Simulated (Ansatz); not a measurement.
**ZnS**

Level of theory: DFT, PBE, scalar-relativistic, no spin polarisation; plane waves to 420 eV with PAW datasets (Ansatz 0.2.0), 10×10×6 k-mesh, Gaussian smearing of 0.05 eV. The datasets are Ansatz's generated set soft_2.

```
Zn S
1.0
     3.84575    0.00000    0.00000
    -1.92287    3.33051    0.00000
     0.00000    0.00000    6.30438
Zn S
2 2
Direct
  0.33333 0.66667 0.00520
  0.66667 0.33333 0.50520
  0.33333 0.66667 0.37980
  0.66667 0.33333 0.87980
```

The chain of runs began from a cell as deposited in COD, expanded in volume.

The run above is the reference. The same cell was run again with other input settings; several of them aren't fit for production, so the rows show the settings' effect and aren't properties of the material.

```tsv
keys changed	outcome	ΔE (meV/atom)	P (GPa)	gap on the mesh (eV)	cell moment (μB)	largest force component (eV/Å)	SCF iterations	rough core-seconds	new warnings
none (reference)	converged	0.0	0.0	2.08	–	0.000	–	–	–
hamiltonian.pseudopotentials: {"kind": "paw", "source": "jth"}; scf.mixing.algorithm: "broyden"; scf.mixing.beta: 0.5	converged	–	-0.1	2.06	–	0.001	9	10	cutoff below recommended; radial quadrature taken
hamiltonian.dispersion: "d4"	converged	–	-2.6	2.08	–	0.004	6	7	–
scf.n_extra_bands: 4; basis.ecutwfc: 420 → "600 eV"	converged	-1.6	0.0	2.08	–	0.000	7	13	–
basis.xc_grid: 1; scf.algorithm: "density_mixing"; scf.occupations.width: 0.05 → null; scf.occupations.method: "gaussian" → "tetrahedron"	converged	0.0	0.0	2.08	–	0.000	6	7	band table not solved further; tetrahedron derivatives may miss energy slope
accuracy: "medium"; scf.lower_state_search: "light"	converged	0.0	0.0	2.08	–	0.000	6	10	–
```

These changes also left energy (to 0.1 meV/atom), pressure, gap, moment and forces as in the reference: basis.xc_grid: 4.

ΔE is the energy with the smearing extrapolated to zero. It is left out where the change alters the Hamiltonian or the spin treatment. The varied runs start from atomic densities (corrected by the program's trained start where that serves), with the default search for lower states unless a row changes it.

Problem. What happens with these changes: hamiltonian.xc: "pbe" → "rpbe"?

Solution. outcome converged, P (GPa) 2.5, gap on the mesh (eV) 2.25, largest force component (eV/Å) 0.001, SCF iterations 7, rough core-seconds 10.

Problem. What happens with these changes: kpoints.mp_grid.grid: [10, 10, 6] → [12, 12, 8]; basis.ecutwfc: 420 → "36.7 Ry"?

Solution. outcome converged, ΔE (meV/atom) -1.4, P (GPa) 0.0, gap on the mesh (eV) 2.08, largest force component (eV/Å) 0.000, SCF iterations 7, rough core-seconds 15.

Other pseudopotential files need their own cutoff; where it is too low, pressure and moments show the cutoff and not the files.

The pair part of a dispersion correction pulls inward (a three-body part mostly pushes out), and in metals and ionic crystals with large ions it often overbinds.

Of the reference: Semilocal functionals underestimate band gaps, commonly by a third or more.
